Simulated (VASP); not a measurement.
Wanted: the native input for a VASP 6.6.1 run.

| Item | Value |
| --- | --- |
| Task | relaxation of cell and atoms |
| Functional | r2SCAN |
| Potentials or basis | VASP PAW PBE potentials, release 64 (Hg, Se) |
| Cutoff | 600 eV |
| k mesh | 10 × 10 × 10 |
| Occupations | gaussian, width 0.03 eV |
| Spin | no spin polarisation |
| Further INCAR settings | ALGO = Normal; EDIFF = 1e-07; IBRION = 2; EDIFFG = -0.005; NSW = 90; ISIF = 3 |

The structure of HgSe lies in POSCAR:

```
HgSe                                    
1.0
   -0.0000000000      3.0961401572      3.0961401572
    3.0961401572     -0.0000000000      3.0961401572
    3.0961401572      3.0961401572     -0.0000000000
  Hg              Se            
     1     1
Direct
     0.0000000000000000    0.0000000000000000    0.0000000000000000
     0.2500000000000000    0.2500000000000000    0.2500000000000000
```

One way to write it, as run:

INCAR

```
PREC = Accurate
ENCUT = 600
EDIFF = 1E-7
ISMEAR = 0
SIGMA = 0.03
LREAL = F
LASPH = T
NELM = 80
ALGO = Normal
ISIF = 3
LWAVE = F
LCHARG = F
METAGGA = R2SCAN
LMIXTAU = T
IBRION = 2
NSW = 90
EDIFFG = -0.005
```

KPOINTS

```
Automatic mesh
0
Gamma
  10 10 10
```

Potentials or basis: VASP PAW PBE potentials, release 64 (Hg, Se).

Launch:

```console
$ cat potpaw_PBE.64/Hg/POTCAR potpaw_PBE.64/Se/POTCAR > POTCAR
$ mpirun -np 1 vasp_std > vasp.out
```

It gave:

```json
{"Pressure after relaxing": "0.0 GPa", "Band gap on the k mesh": "none (metal or under the smearing width)"}
```

Caveat: the relaxation stopped at its first step, so nothing moved; the PAW data sets were made with another functional, which shifts forces and pressure a little.

Wall time 2.6 min on 1 thread of AMD EPYC 9R45 (Zen 5), on a shared host, peak memory 0.2 GiB.
